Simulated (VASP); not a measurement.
# Ca: restarted molecular dynamics, 2 variants

Ca, I4/mmm (no. 139), 8 atoms in the cell. PBE, molecular dynamics; PAW potentials Ca_pv (PBE set).

| Restart from | Temperature at the end (K) | The same without a restart (K) | Potential energy at the end (eV/atom) | The same without a restart (eV/atom) | Electronic steps in the first step after the restart | Time (s) |
|---|---|---|---|---|---|---|
| CONTCAR with velocities, WAVECAR read | 703.0 | 703.0 | -1.83890 | -1.83891 | 4 | 461 |
| CONTCAR with velocities, no WAVECAR | 703.0 | 703.0 | -1.83889 | -1.83891 | 20 | 420 |

Limits: 120 fs of 8 atoms are too short for converged averages.

## Input of the first row

INCAR.step1:
```
SYSTEM = Ca
GGA = PE
PREC = Normal
ENCUT = 200
EDIFF = 1E-6
NELMIN = 4
NELM = 60
ALGO = Fast
LREAL = Auto
LASPH = .TRUE.
ISMEAR = -1
SIGMA = 0.05
ISYM = 0
LWAVE = .TRUE.
LCHARG = .FALSE.
IBRION = 0
NSW = 30
POTIM = 2.0
TEBEG = 1000
ISIF = 2
RANDOM_SEED = 715299 0 0
MDALGO = 2
SMASS = -3
KPAR = 2
```

INCAR.step2, as INCAR.step1 but for:
```
- LWAVE = .TRUE.
+ LWAVE = .FALSE.
```

KPOINTS:
```
k-points
0
Monkhorst-Pack
  2 2 2
```

POSCAR.step1:
```
Ca
1.0
   -4.4104098072      4.4104098072      4.3922296200
    4.4104098072     -4.4104098072      4.3922296200
    4.4104098072      4.4104098072     -4.3922296200
Ca
8
Direct
    0.2500000000      0.2500000000      0.0000000000
    0.2500000000      0.2500000000      0.5000000000
    0.2500000000      0.7500000000      0.0000000000
    0.2500000000      0.7500000000      0.5000000000
    0.7500000000      0.2500000000      0.0000000000
    0.7500000000      0.2500000000      0.5000000000
    0.7500000000      0.7500000000      0.0000000000
    0.7500000000      0.7500000000      0.5000000000
```

Commands (each step's output is kept before the next begins):
```
cat potpaw_PBE.64/Ca_pv/POTCAR > POTCAR
cp INCAR.step1 INCAR
cp POSCAR.step1 POSCAR
mpirun -np 2 vasp_std > vasp.out
cp CONTCAR POSCAR
cp INCAR.step2 INCAR
mpirun -np 2 vasp_std > vasp.out
```

Changes of the last row against the first:
```
(step 1)
- LWAVE = True
+ LWAVE = False
```

VASP 6.6.1 took 461 s on 2 cores (Intel Xeon Platinum 8259CL @ 2.50GHz (Skylake/Cascade Lake)), a shared host.
